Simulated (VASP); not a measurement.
# NbC (Fm-3m) in VASP: density of states with PBE

Aim: the density of states of NbC with PBE.

Everything below comes from runs of VASP 6.6.1. Logs are shortened: lines on timing, memory, paths and dates and some standing lists are left out, and cuts for length are marked.

## 1. The crystal as given

The structure is cubic, space group Fm-3m (No. 225). Conventional cell: a = 4.469 Å, b = 4.469 Å, c = 4.469 Å, α = 90.00°, β = 90.00°, γ = 90.00°. Nb (site symmetry m-3m) is surrounded by 6 C at 2.23 Å. C (site symmetry m-3m) has 6 Nb at 2.23 Å as nearest neighbours.

## 2. Density of states, PBE

Contents of POSCAR:

```
NbC
1.0
    0.0000000000      2.2345500000      2.2345500000
    2.2345500000      0.0000000000      2.2345500000
    2.2345500000      2.2345500000      0.0000000000
Nb C
1 1
Direct
    0.0000000000      0.0000000000      0.0000000000
    0.5000000000      0.5000000000      0.5000000000
```

Contents of INCAR.step1:

```
ALGO = Normal
EDIFF = 1E-7
ENCUT = 520
GGA = PE
ISIF = 2
ISMEAR = 0
LASPH = True
LCHARG = True
LMAXMIX = 4
LREAL = False
LWAVE = False
NBANDS = 16
NELM = 60
PREC = Accurate
SIGMA = 0.1
```

Contents of KPOINTS.step1:

```
k-points
0
Gamma
  16 16 16
```

Contents of INCAR.step2:

```
ALGO = Normal
EDIFF = 1E-7
ENCUT = 520
GGA = PE
ICHARG = 11
ISIF = 2
ISMEAR = -5
LASPH = True
LCHARG = False
LMAXMIX = 4
LORBIT = 11
LREAL = False
LWAVE = False
NBANDS = 16
NEDOS = 2001
NELM = 60
PREC = Accurate
SIGMA = 0.1
```

Contents of KPOINTS.step2:

```
k-points
0
Gamma
  24 24 24
```

Potentials or basis: VASP PAW PBE potentials, release 64 (Nb_sv, C).

Command:

```sh
$ cat potpaw_PBE.64/Nb_sv/POTCAR potpaw_PBE.64/C/POTCAR > POTCAR
$ cp INCAR.step1 INCAR
$ cp KPOINTS.step1 KPOINTS
$ mpirun -np 1 vasp_std > vasp.out
$ cp INCAR.step2 INCAR
$ cp KPOINTS.step2 KPOINTS
$ mpirun -np 1 vasp_std > vasp.out
```

OUTCAR:

```text
EDIFF = 1E-7
   ENCUT = 520
   GGA = PE
   ICHARG = 11
   ISIF = 2
   ISMEAR = -5
   LASPH = True
   LORBIT = 11
   LREAL = False
   NELM = 60
   PREC = Accurate

 ion  position               nearest neighbor table
   1  0.000  0.000  0.000-   2 2.23   2 2.23   2 2.23   2 2.23   2 2.23   2 2.23
   2  0.500  0.500  0.500-   1 2.23   1 2.23   1 2.23   1 2.23   1 2.23   1 2.23

  LATTYP: Found a face centered cubic cell.
 ALAT       =     4.4691000000

  Lattice vectors:

 A1 = (   0.0000000000,   2.2345500000,   2.2345500000)
 A2 = (   2.2345500000,   0.0000000000,   2.2345500000)
 A3 = (   2.2345500000,   2.2345500000,   0.0000000000)

Analysis of symmetry for initial positions (statically):
=====================================================================
 Subroutine PRICEL returns:
 Original cell was already a primitive cell.

 Routine SETGRP: Setting up the symmetry group for a
 face centered cubic supercell.

 Subroutine GETGRP returns: Found 48 space group operations
 (whereof 48 operations were pure point group operations)
 out of a pool of 48 trial point group operations.

The static configuration has the point symmetry O_h .

Analysis of symmetry for dynamics (positions and initial velocities):
=====================================================================
 Subroutine PRICEL returns:
 Original cell was already a primitive cell.

 Routine SETGRP: Setting up the symmetry group for a
 face centered cubic supercell.

 Subroutine GETGRP returns: Found 48 space group operations
 (whereof 48 operations were pure point group operations)
 out of a pool of 48 trial point group operations.

The dynamic configuration has the point symmetry O_h .

 Subroutine INISYM returns: Found 48 space group operations
 (whereof 48 operations are pure point group operations),
 and found     1 'primitive' translations

----------------------------------------------------------------------------------------

                                     Primitive cell

  volume of cell :      22.3152

  direct lattice vectors                    reciprocal lattice vectors
     0.000000000  2.234550000  2.234550000    -0.223758699  0.223758699  0.223758699
     2.234550000  0.000000000  2.234550000     0.223758699 -0.223758699  0.223758699
     2.234550000  2.234550000  0.000000000     0.223758699  0.223758699 -0.223758699

  length of vectors
     3.160130916  3.160130916  3.160130916     0.387561435  0.387561435  0.387561435

  position of ions in fractional coordinates (direct lattice)
     0.000000000  0.000000000  0.000000000
     0.500000000  0.500000000  0.500000000

  ion indices of the primitive-cell ions
   primitive index   ion index
                 1           1
                 2           2

----------------------------------------------------------------------------------------

 KPOINTS: k-points

Automatic generation of k-mesh.
 Grid dimensions read from file:
 generate k-points for:   24   24   24

 Generating k-lattice:

  Cartesian coordinates                     Fractional coordinates (reciprocal lattice)
    -0.009323279  0.009323279  0.009323279     0.041666667  0.000000000  0.000000000
     0.009323279 -0.009323279  0.009323279     0.000000000  0.041666667  0.000000000
     0.009323279  0.009323279 -0.009323279     0.000000000  0.000000000  0.041666667

  Length of vectors
     0.016148393  0.016148393  0.016148393

  Shift w.r.t. Gamma in fractional coordinates (k-lattice)
     0.000000000  0.000000000  0.000000000

 TETIRR: Found   1864 inequivalent tetrahedra from    82944

 Subroutine IBZKPT returns following result:
 ===========================================

 Found    413 irreducible k-points:

 Following reciprocal coordinates:
            Coordinates               Weight
  0.000000  0.000000  0.000000      1.000000
  0.041667  0.000000  0.000000      8.000000
  0.083333  0.000000  0.000000      8.000000
  0.125000  0.000000  0.000000      8.000000
  0.166667  0.000000  0.000000      8.000000
  0.208333  0.000000  0.000000      8.000000
[... 16 lines left out ...]
  0.416667  0.041667  0.000000     24.000000
  0.458333  0.041667  0.000000     24.000000
 [... further k-points ...]
   k-points           NKPTS =    413   k-points in BZ     NKDIM =    413   number of bands    NBANDS=     16
   number of dos      NEDOS =   2001   number of ions     NIONS =      2
   total plane-waves  NPLWV =  13824
   dimension x,y,z NGX =    24 NGY =   24 NGZ =   24
   dimension x,y,z NGXF=    48 NGYF=   48 NGZF=   48
   ions per type =               1   1
   NGX,Y,Z   is equivalent  to a cutoff of  12.63, 12.63, 12.63 a.u.
   NGXF,Y,Z  is equivalent  to a cutoff of  25.25, 25.25, 25.25 a.u.
 SYSTEM =  unknown system
   PREC   = accura    normal or accurate (medium, high low for compatibility)
   ISTART =      0    job   : 0-new  1-cont  2-samecut
   ICHARG =     11    charge: 1-file 2-atom 10-const
   ISPIN  =      1    spin polarized calculation?
   LNONCOLLINEAR =      F non collinear calculations
   LSORBIT =      F    spin-orbit coupling
   LASPH  =      T    aspherical Exc in radial PAW
   ENCUT  =  520.0 eV  38.22 Ry    6.18 a.u.   5.88  5.88  5.88*2*pi/ulx,y,z
   NELM   =     60;   NELMIN=  2; NELMDL=  0     # of ELM steps
   EDIFF  = 0.1E-06   stopping-criterion for ELM
   LREAL  =      F    real-space projection
   EDIFFG = 0.1E-05   stopping-criterion for IOM
   NSW    =      0    number of steps for IOM
   IBRION =     -1    ionic relax: 0-MD 1-quasi-New 2-CG
   NFREE  =      0    steps in history (QN), initial steepest desc. (CG)
   ISIF   =      2    stress and relaxation
   ISYM   =      2    0-nonsym 1-usesym 2-fastsym
   POTIM  = 0.5000    time-step for ionic-motion
   TEBEG  =    0.0;   TEEND  =   0.0 temperature during run
   PSTRESS=    0.0 pullay stress
   NELECT =      17.0000    total number of electrons
   NUPDOWN=      -1.0000    fix difference up-down
   EMIN   =  10.00;   EMAX   =-10.00  energy-range for DOS
   EFERMI =   0.00;   METHOD = LEGACY
   ISMEAR =    -5;   SIGMA  =   0.10  broadening in eV -4-tet -1-fermi 0-gaus
   EFERMI_NEDOS =   21; number of points for ismear=-14 and -15
   IALGO  =     38    algorithm
   IMIX   =      4    mixing-type and parameters
     AMIX     =   0.40;   BMIX     =  1.00
     AMIX_MAG =   1.60;   BMIX_MAG =  1.00
  volume/ion in A,a.u.               =      11.16        75.30
  Fermi-wavevector in a.u.,A,eV,Ry     =   1.495172  2.825465 30.416346  2.235538
  Thomas-Fermi vector in A             =   2.607351
   LORBIT       =     11    0 simple, 1 ext, 2 COOP (PROOUT), +10 PAW based schemes
   GGA     = PE    functional components
   LHFCALC =     F    Hartree Fock is set to
   AEXX    =    0.0000 exact exchange contribution
   IVDW    =     0    specifies the selected vdW correction
   LEPSILON=     F    determine dielectric tensor
   LRPA    =     F    only Hartree local field effects (RPA)
 non-spin polarized calculation
 Fermi weights with tetrahedron method with Bloechl corrections
  energy-cutoff  :      520.00
  volume of cell :       22.32
 maximum number of plane-waves:       620

 number of electron      16.9999999 magnetization

 Free energy of the ion-electron system (eV)
  ---------------------------------------------------
  ext. energy  EPLUGINS =         0.00000000
  ---------------------------------------------------
  free energy    TOTEN  =       -20.54340477 eV

  energy without entropy =      -20.54340477  energy(sigma->0) =      -20.54340477

 E-fermi :  12.6080     XC(G=0): -13.0890

 val. band max:       12.6085459926   @ k =  -0.4583   0.3750   0.1667
 cond. band min:      12.5854721667   @ k =   0.0417   0.0417   0.0000
 fundamental gap:     -0.0230738259
 Fermi energy:        12.6079568284

 k-point     1 :       0.0000    0.0000    0.0000
  band No.  band energies     occupation
      1     -43.1821      2.00000
      2     -18.8875      2.00000
      3     -18.8875      2.00000
      4     -18.8875      2.00000
      5      -0.8696      2.00000
      6      11.2730      2.00000
[... 8 lines left out ...]
     15      22.5770      0.00000
     16      34.7931      0.00000

 k-point     2 :       0.0417    0.0000    0.0000
  band No.  band energies     occupation
      1     -43.1803      2.00000
      2     -18.9028      2.00000
      3     -18.8889      2.00000
      4     -18.8889      2.00000
      5      -0.8251      2.00000
      6      11.0420      2.00000
[... 8 lines left out ...]
     15      22.6858      0.00000
     16      34.3954      0.00000

 k-point     3 :       0.0833    0.0000    0.0000
  band No.  band energies     occupation
      1     -43.1750      2.00000
      2     -18.9474      2.00000
      3     -18.8930      2.00000
      4     -18.8930      2.00000
      5      -0.6937      2.00000
      6      10.5362      2.00000
[... 8 lines left out ...]
     15      22.9991      0.00000
     16      33.4831      0.00000

 k-point     4 :       0.1250    0.0000    0.0000
  band No.  band energies     occupation
      1     -43.1666      2.00000
      2     -19.0178      2.00000
      3     -18.8996      2.00000
      4     -18.8996      2.00000
      5      -0.4806      2.00000
      6       9.9217      2.00000
[... 8 lines left out ...]
     15      23.4770      0.00000
     16      32.4499      0.00000

 k-point     5 :       0.1667    0.0000    0.0000
  band No.  band energies     occupation
      1     -43.1556      2.00000
      2     -19.1084      2.00000
      3     -18.9082      2.00000
      4     -18.9082      2.00000
      5      -0.1942      2.00000
      6       9.2603      2.00000
[... 8 lines left out ...]
     15      24.0503      0.00000
     16      31.5346      0.00000

 k-point     6 :       0.2083    0.0000    0.0000
  band No.  band energies     occupation
      1     -43.1428      2.00000
      2     -19.2123      2.00000
      3     -18.9182      2.00000
      4     -18.9182      2.00000
      5       0.1546      2.00000
      6       8.5839      2.00000
[... 8 lines left out ...]
     15      24.6303      0.00000
     16      30.9437      0.00000
[... 267 lines left out ...]
 k-point    21 :       0.3333    0.0417    0.0000
  band No.  band energies     occupation
      1     -43.1053      2.00000
      2     -19.4951      2.00000
      3     -18.9592      2.00000
      4     -18.9449      2.00000
      5       1.2974      2.00000
      6       6.8102      2.00000
[... 8 lines left out ...]
     15      26.0570      0.00000
     16      27.6038      0.00000

 k-point    22 :       0.3750    0.0417    0.0000
  band No.  band energies     occupation
      1     -43.0935      2.00000
      2     -19.5833      2.00000
      3     -18.9666      2.00000
      4     -18.9559      2.00000
      5       1.7453      2.00000
      6       6.2405      2.00000
[... 8 lines left out ...]
     15      26.6075      0.00000
     16      26.7021      0.00000

 k-point    23 :       0.4167    0.0417    0.0000
  band No.  band energies     occupation
      1     -43.0841      2.00000
      2     -19.6531      2.00000
      3     -18.9716      2.00000
      4     -18.9656      2.00000
      5       2.1729      2.00000
      6       5.7283      2.00000
[... 8 lines left out ...]
     15      25.9711      0.00000
     16      26.1635      0.00000

 k-point    24 :       0.4583    0.0417    0.0000
  band No.  band energies     occupation
      1     -43.0776      2.00000
      2     -19.7004      2.00000
      3     -18.9739      2.00000
      4     -18.9734      2.00000
      5       2.5335      2.00000
      6       5.3156      2.00000
[... 8 lines left out ...]
     15      25.4598      0.00000
     16      25.5189      0.00000

 [... further k-points ...]
[... 5 lines left out ...]
  --------------------------------------------------------------------------------------
  -------------------------------------------------------------------------------------
  Total        0.4306421      0.4306421      0.4306421      0.0000000      0.0000000      0.0000000
  in kB       30.9190997     30.9190997     30.9190997      0.0000000      0.0000000      0.0000000
  external PRESSURE =      30.9190997 kB  Pullay stress =       0.0000000 kB

 VOLUME and BASIS-vectors are now :
 -----------------------------------------------------------------------------
  energy-cutoff  :      520.00
  volume of cell :       22.32
      direct lattice vectors                 reciprocal lattice vectors
     0.000000000  2.234550000  2.234550000    -0.223758699  0.223758699  0.223758699
     2.234550000  0.000000000  2.234550000     0.223758699 -0.223758699  0.223758699
     2.234550000  2.234550000  0.000000000     0.223758699  0.223758699 -0.223758699

 POSITION                                       TOTAL-FORCE (eV/Angst)
 -----------------------------------------------------------------------------------
      0.00000      0.00000      0.00000         0.000000     -0.000000     -0.000000
      2.23455      2.23455      2.23455         0.000000      0.000000      0.000000
 -----------------------------------------------------------------------------------
    total drift:                                0.000000      0.000000     -0.000000

  FREE ENERGIE OF THE ION-ELECTRON SYSTEM (eV)
  ---------------------------------------------------
  free  energy   TOTEN  =       -20.5434047688 eV

  energy  without entropy=      -20.5434047688  energy(sigma->0) =      -20.54340477

 total charge

# of ion       s       p       d       tot
------------------------------------------
    1        2.166   6.084   2.393  10.643
    2        0.881   1.535   0.000   2.416
--------------------------------------------------
tot          3.047   7.619   2.393  13.058
```

Run time: 45 s. Hardware: 1 thread of Intel Xeon 6975P-C (Granite Rapids), shared host; peak memory 0.25 GiB.

What came out:

```yaml
Valence_electrons_inside_the_program's_atomic_spheres: Nb 10.64; C 2.42
```

States per cell in windows of 1 eV (zero at the Fermi level; states under -8 eV left out):
```csv
from (eV),total,Nb1_d,C2_p,Nb1_p,C2_s,Nb1_s,C2_d
-8.0,0.08,0.02,0.01,0.00,0.00,0.01,0.00
-7.0,0.59,0.12,0.12,0.01,0.01,0.04,0.00
-6.0,0.94,0.22,0.21,0.03,0.01,0.05,0.00
-5.0,2.96,0.93,0.66,0.12,0.01,0.01,0.00
-4.0,0.98,0.34,0.23,0.02,0.00,0.00,0.00
-3.0,0.43,0.14,0.11,0.01,0.00,0.00,0.00
-2.0,0.41,0.14,0.09,0.01,0.00,0.00,0.00
-1.0,0.64,0.32,0.10,0.01,0.00,0.00,0.00
0.0,0.89,0.53,0.10,0.01,0.01,0.01,0.00
1.0,1.35,0.91,0.12,0.01,0.01,0.01,0.00
2.0,1.60,1.14,0.15,0.01,0.01,0.01,0.00
3.0,1.91,1.31,0.24,0.01,0.01,0.04,0.00
4.0,0.56,0.31,0.09,0.01,0.02,0.02,0.00
5.0,0.70,0.39,0.09,0.01,0.04,0.02,0.00
6.0,1.19,0.62,0.12,0.03,0.12,0.02,0.00
7.0,0.73,0.32,0.13,0.03,0.04,0.01,0.00
```

Caveat: tetrahedron occupations give inexact forces and stress in metals.
